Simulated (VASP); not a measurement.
# TlBr (Pm-3m) in VASP: notebook

Runs on TlBr. Level: PBE. Tasks: single point, relaxation of cell and atoms.

All numbers are computed with VASP 6.6.1; they aren't measurements. Logs are shortened: lines on timing, memory, paths and dates and some standing lists are left out, and cuts for length are marked.

## 1. The structure

Symmetry: Pm-3m, No. 221, cubic system. Conventional cell: a = 4.052 Å, b = 4.052 Å, c = 4.052 Å, α = 90.00°, β = 90.00°, γ = 90.00°. Around Tl (site symmetry m-3m) lie 8 Br at 3.51 Å. Around Br (site symmetry m-3m) lie 8 Tl at 3.51 Å.

The cell comes from a database or a generator and needn't be the stable form of this composition.

## 2. Single point, PBE

Input file INCAR:

```
ALGO = Fast ; EDIFF = 1E-6
ENCUT = 520 ; GGA = PE
ISIF = 2 ; ISMEAR = -1
LASPH = True ; LCHARG = True
LELF = True ; LREAL = False
LVHAR = True ; LWAVE = False
NBANDS = 17 ; NELM = 100
PREC = Accurate ; SIGMA = 0.08
```

Input file KPOINTS:

```
k-points
0
Gamma
  12 12 12
```

Input file POSCAR:

```
TlBr
1.0
    4.0518326371      0.0000000000      0.0000000000
    0.0000000000      4.0518326371      0.0000000000
    0.0000000000      0.0000000000      4.0518326371
Tl Br
1 1
Direct
    0.0000000000      0.0000000000      0.0000000000
    0.5000000000      0.5000000000      0.5000000000
```

Potentials or basis: VASP PAW PBE potentials, release 64 (Tl_d, Br).

Run with:

```sh
$ cat potpaw_PBE.64/Tl_d/POTCAR potpaw_PBE.64/Br/POTCAR > POTCAR
$ mpirun -np 1 vasp_std > vasp.out
```

OUTCAR:

```text
EDIFF = 1E-6
   ENCUT = 520
   GGA = PE
   ISIF = 2
   ISMEAR = -1
   LASPH = True
   LREAL = False
   NELM = 100
   PREC = Accurate

 ion  position               nearest neighbor table
   1  0.000  0.000  0.000-
   2  0.500  0.500  0.500-

  LATTYP: Found a simple cubic cell.
 ALAT       =     4.0518326371

  Lattice vectors:

 A1 = (   4.0518326371,   0.0000000000,   0.0000000000)
 A2 = (   0.0000000000,   4.0518326371,   0.0000000000)
 A3 = (   0.0000000000,   0.0000000000,   4.0518326371)

Analysis of symmetry for initial positions (statically):
=====================================================================
 Subroutine PRICEL returns:
 Original cell was already a primitive cell.

 Routine SETGRP: Setting up the symmetry group for a
 simple cubic supercell.

 Subroutine GETGRP returns: Found 48 space group operations
 (whereof 48 operations were pure point group operations)
 out of a pool of 48 trial point group operations.

The static configuration has the point symmetry O_h .

Analysis of symmetry for dynamics (positions and initial velocities):
=====================================================================
 Subroutine PRICEL returns:
 Original cell was already a primitive cell.

 Routine SETGRP: Setting up the symmetry group for a
 simple cubic supercell.

 Subroutine GETGRP returns: Found 48 space group operations
 (whereof 48 operations were pure point group operations)
 out of a pool of 48 trial point group operations.

The dynamic configuration has the point symmetry O_h .

 Subroutine INISYM returns: Found 48 space group operations
 (whereof 48 operations are pure point group operations),
 and found     1 'primitive' translations

----------------------------------------------------------------------------------------

                                     Primitive cell

  volume of cell :      66.5203

  direct lattice vectors                    reciprocal lattice vectors
     4.051832637  0.000000000  0.000000000     0.246801902  0.000000000  0.000000000
     0.000000000  4.051832637  0.000000000     0.000000000  0.246801902  0.000000000
     0.000000000  0.000000000  4.051832637     0.000000000  0.000000000  0.246801902

  length of vectors
     4.051832637  4.051832637  4.051832637     0.246801902  0.246801902  0.246801902

  position of ions in fractional coordinates (direct lattice)
     0.000000000  0.000000000  0.000000000
[... 71 lines left out ...]
   ICHARG =      2    charge: 1-file 2-atom 10-const
   ISPIN  =      1    spin polarized calculation?
   LNONCOLLINEAR =      F non collinear calculations
   LSORBIT =      F    spin-orbit coupling
   LASPH  =      T    aspherical Exc in radial PAW
   ENCUT  =  520.0 eV  38.22 Ry    6.18 a.u.   7.53  7.53  7.53*2*pi/ulx,y,z
   NELM   =    100;   NELMIN=  2; NELMDL= -5     # of ELM steps
   EDIFF  = 0.1E-05   stopping-criterion for ELM
   LREAL  =      F    real-space projection
   EDIFFG = 0.1E-04   stopping-criterion for IOM
   NSW    =      0    number of steps for IOM
   IBRION =     -1    ionic relax: 0-MD 1-quasi-New 2-CG
   NFREE  =      0    steps in history (QN), initial steepest desc. (CG)
   ISIF   =      2    stress and relaxation
   ISYM   =      2    0-nonsym 1-usesym 2-fastsym
   POTIM  = 0.5000    time-step for ionic-motion
   TEBEG  =    0.0;   TEEND  =   0.0 temperature during run
   PSTRESS=    0.0 pullay stress
   NELECT =      20.0000    total number of electrons
   NUPDOWN=      -1.0000    fix difference up-down
   EMIN   =  10.00;   EMAX   =-10.00  energy-range for DOS
   EFERMI =   0.00;   METHOD = LEGACY
   ISMEAR =    -1;   SIGMA  =   0.08  broadening in eV -4-tet -1-fermi 0-gaus
   EFERMI_NEDOS =   21; number of points for ismear=-14 and -15
   IALGO  =     68    algorithm
   IMIX   =      4    mixing-type and parameters
     AMIX     =   0.40;   BMIX     =  1.00
     AMIX_MAG =   1.60;   BMIX_MAG =  1.00
  volume/ion in A,a.u.               =      33.26       224.45
  Fermi-wavevector in a.u.,A,eV,Ry     =   1.096731  2.072520 16.365335  1.202818
  Thomas-Fermi vector in A             =   2.233078
   LORBIT       =      0    0 simple, 1 ext, 2 COOP (PROOUT), +10 PAW based schemes
   GGA     = PE    functional components
   LHFCALC =     F    Hartree Fock is set to
   AEXX    =    0.0000 exact exchange contribution
   IVDW    =     0    specifies the selected vdW correction
   LEPSILON=     F    determine dielectric tensor
   LRPA    =     F    only Hartree local field effects (RPA)
 non-spin polarized calculation
 RMM-DIIS sequential band-by-band and
  energy-cutoff  :      520.00
  volume of cell :       66.52
 maximum number of plane-waves:      1856
   NGX = 15   NGY = 15   NGZ = 15

 number of electron      19.9999999 magnetization

 Free energy of the ion-electron system (eV)
  ---------------------------------------------------
  ext. energy  EPLUGINS =         0.00000000
  ---------------------------------------------------
  free energy    TOTEN  =        -5.54561692 eV

  energy without entropy =       -5.54561682  energy(sigma->0) =       -5.54561687

 E-fermi :   2.8966     XC(G=0):  -8.7168

 val. band max:        1.8210355551   @ k =   0.5000   0.0000   0.0000
 cond. band min:       3.8187798689   @ k =   0.5000   0.0000   0.0000
 fundamental gap:      1.9977443138
 Fermi energy:         2.8965616422

 k-point     1 :       0.0000    0.0000    0.0000
  band No.  band energies     occupation
      1     -11.6049      2.00000
      2      -8.1845      2.00000
      3      -8.1845      2.00000
      4      -8.0337      2.00000
      5      -8.0337      2.00000
      6      -8.0337      2.00000
[... 457 lines left out ...]
      4      -8.0602      2.00000
      5      -8.0544      2.00000
      6      -8.0251      2.00000
[... 9 lines left out ...]
     16      12.6648      0.00000
     17      13.6253      0.00000

 [... further k-points ...]
[... 5 lines left out ...]
  --------------------------------------------------------------------------------------
  -------------------------------------------------------------------------------------
  Total       -0.0117847     -0.0117847     -0.0117847      0.0000000      0.0000000     -0.0000000
  in kB       -0.2838414     -0.2838414     -0.2838414      0.0000000      0.0000000     -0.0000000
  external PRESSURE =      -0.2838414 kB  Pullay stress =       0.0000000 kB

 VOLUME and BASIS-vectors are now :
 -----------------------------------------------------------------------------
  energy-cutoff  :      520.00
  volume of cell :       66.52
      direct lattice vectors                 reciprocal lattice vectors
     4.051832637  0.000000000  0.000000000     0.246801902  0.000000000  0.000000000
     0.000000000  4.051832637  0.000000000     0.000000000  0.246801902  0.000000000
     0.000000000  0.000000000  4.051832637     0.000000000  0.000000000  0.246801902

 POSITION                                       TOTAL-FORCE (eV/Angst)
 -----------------------------------------------------------------------------------
      0.00000      0.00000      0.00000         0.000000      0.000000      0.000000
      2.02592      2.02592      2.02592         0.000000      0.000000      0.000000
 -----------------------------------------------------------------------------------
    total drift:                                0.000000     -0.000000     -0.000000

  FREE ENERGIE OF THE ION-ELECTRON SYSTEM (eV)
  ---------------------------------------------------
  free  energy   TOTEN  =        -5.5456169238 eV

  energy  without entropy=       -5.5456168160  energy(sigma->0) =       -5.54561687
```

OSZICAR:

```text
N       E                     dE             d eps       ncg     rms          rms(c)
DAV:   1     0.949408279193E+02    0.94941E+02   -0.97116E+03  2928   0.102E+03
DAV:   2    -0.218158515094E+01   -0.97122E+02   -0.93948E+02  3544   0.217E+02
DAV:   3    -0.582801910202E+01   -0.36464E+01   -0.36372E+01  3315   0.365E+01
DAV:   4    -0.584917158859E+01   -0.21152E-01   -0.21150E-01  3626   0.329E+00
DAV:   5    -0.584938944814E+01   -0.21786E-03   -0.21786E-03  3325   0.323E-01    0.254E+00
RMM:   6    -0.557587323121E+01    0.27352E+00   -0.23006E-01  2914   0.189E+00    0.146E+00
RMM:   7    -0.554646343102E+01    0.29410E-01   -0.85520E-02  2994   0.107E+00    0.830E-01
RMM:   8    -0.554713318668E+01   -0.66976E-03   -0.16346E-02  3103   0.823E-01    0.252E-01
RMM:   9    -0.554558258231E+01    0.15506E-02   -0.18622E-03  3319   0.242E-01    0.123E-01
RMM:  10    -0.554559014528E+01   -0.75630E-05   -0.48289E-04  3314   0.110E-01    0.184E-02
RMM:  11    -0.554561493769E+01   -0.24792E-04   -0.39797E-05  3272   0.373E-02    0.802E-03
RMM:  12    -0.554561671059E+01   -0.17729E-05   -0.64455E-06  2890   0.160E-02    0.309E-03
RMM:  13    -0.554561692383E+01   -0.21324E-06   -0.11377E-06  2483   0.640E-03
   1 F= -.55456169E+01 E0= -.55456169E+01  d E =-.107819E-06
```

stdout:

```text
POSCAR found type information on POSCAR TlBr
 POSCAR found :  2 types and       2 ions
 scaLAPACK will be used
 LDA part: xc-table for (Slater+PW92), standard interpolation
 POSCAR, INCAR and KPOINTS ok, starting setup
 FFT: planning ... GRIDC
 FFT: planning ... GRID_SOFT
 FFT: planning ... GRID
 WAVECAR not read
 entering main loop
```

It took 63 s on 1 thread of Intel Xeon Platinum 8488C (Sapphire Rapids), shared host; peak memory 0.23 GiB.

What came out:

```
Free energy            : -5.5456 eV
Pressure               : 0.0 GPa
Band gap on the k mesh : 2.00 eV, direct
```

Caveat: spin-orbit coupling is left out, which as a rule narrows the gap of such compounds by several tenths of an eV. A k mesh can miss the band edges.

## 3. Relaxation of cell and atoms, PBE (cell relaxed at zero pressure)

Input file INCAR:

```
SYSTEM = TlBr
  PREC = Accurate
  ENCUT = 600
  EDIFF = 1E-6
  ISMEAR = -1
  SIGMA = 0.08
  LREAL = .FALSE.
  LASPH = .TRUE.
  NELM = 100
  ALGO = Normal
  ISIF = 3
  LWAVE = .FALSE.
  LCHARG = .FALSE.
  GGA = PE
  IBRION = 2
  NSW = 60
  EDIFFG = -0.005
```

Input file KPOINTS:

```
Automatic mesh
0
G
  12 12 12
  0 0 0
```

Input file POSCAR:

```
TlBr
1.0
    3.2840044227      0.0000000000      0.0000000000
    0.0000000000      3.2840044227      0.0000000000
    0.0000000000      0.0000000000      3.2840044227
Tl Br
1 1
Direct
    0.0000000000      0.0000000000      0.0000000000
    0.5000000000      0.5000000000      0.5000000000
```

Potentials or basis: VASP PAW PBE potentials, release 64 (Tl_d, Br).

Run with:

```sh
$ cat potpaw_PBE.64/Tl_d/POTCAR potpaw_PBE.64/Br/POTCAR > POTCAR
$ mpirun -np 1 vasp_std > vasp.out
```

Wall time 4.5 min (1 thread of Intel Xeon Platinum 8488C (Sapphire Rapids), shared host); peak memory 0.2 GiB.

It converged, with:

| Property | Result |
| --- | --- |
| Free energy | -5.5369 eV |
| Relaxed volume | 33.13 Å³/atom |
| Relaxed cell | a = 4.047 Å, b = 4.047 Å, c = 4.047 Å, α = 90.00°, β = 90.00°, γ = 90.00° |
| Space group after relaxing (to 0.05 Å) | Pm-3m (No. 221) |
| Energy gained by relaxing | 1584.3 meV/atom |
| Ionic steps | 22 |
| Pressure after relaxing | 0.0 GPa |
| Band gap on the k mesh | 1.99 eV, direct |

Step by step:
```
step  energy change (eV)  largest force (eV/Å)  pressure (GPa)  volume (Å³)
   1              0.0000                0.0000           60.04        35.42
   2             -3.0156                0.0000           -2.62        81.48
   3             -3.1484                0.0000            1.64        62.02
   4             -3.1661                0.0000           -0.48        67.90
   5             -3.1686                0.0000           -0.04        66.43
   6             -3.1683                0.0000            0.20        65.68
   7             -3.1683                0.0000            0.20        65.68
   8             -3.1683                0.0000            0.19        65.69
   9             -3.1683                0.0000            0.19        65.69
  10             -3.1683                0.0000            0.19        65.69
  11             -3.1683                0.0000            0.19        65.69
  12             -3.1683                0.0000            0.19        65.69
  13             -3.1683                0.0000            0.19        65.69
  14             -3.1683                0.0000            0.19        65.69
  15             -3.1683                0.0000            0.20        65.69
  16             -3.1683                0.0000            0.21        65.70
  17             -3.1683                0.0000            0.18        65.71
  18             -3.1683                0.0000            0.18        65.72
  19             -3.1684                0.0000            0.17        65.76
  20             -3.1684                0.0000            0.13        65.83
  21             -3.1685                0.0000            0.08        65.97
  22             -3.1686                0.0000            0.00        66.26
```

Final structure:
```xyz
2
Lattice="4.0466 0.0000 0.0000 0.0000 4.0466 0.0000 0.0000 0.0000 4.0466" Properties=species:S:1:pos:R:3 pbc="T T T"
Tl    0.0000    0.0000    4.0466
Br    2.0233    2.0233    2.0233
```

Levels at points of the mesh, in eV from the valence-band top:
| k point | band 8 | band 9 | band 10 | band 11 | band 12 | band 13 |
| --- | --- | --- | --- | --- | --- | --- |
| (0.00, 0.00, 0.00) | -1.09 | -1.09 | -1.09 | 7.06 | 7.06 | 7.06 |
| (0.50, 0.00, 0.00) | -0.64 | -0.64 | 0.00 | 1.99 | 5.78 | 5.78 |
| (0.50, 0.50, 0.00) | -2.59 | -2.59 | -0.56 | 4.83 | 4.83 | 7.24 |
| (0.50, 0.50, 0.50) | -1.68 | -1.68 | -1.68 | 2.34 | 2.34 | 2.34 |

Caveat: the volume moved by over 15 % at a fixed basis, so the end points are rough; spin-orbit coupling is left out, which as a rule narrows the gap of such compounds by several tenths of an eV. A k mesh can miss the band edges.
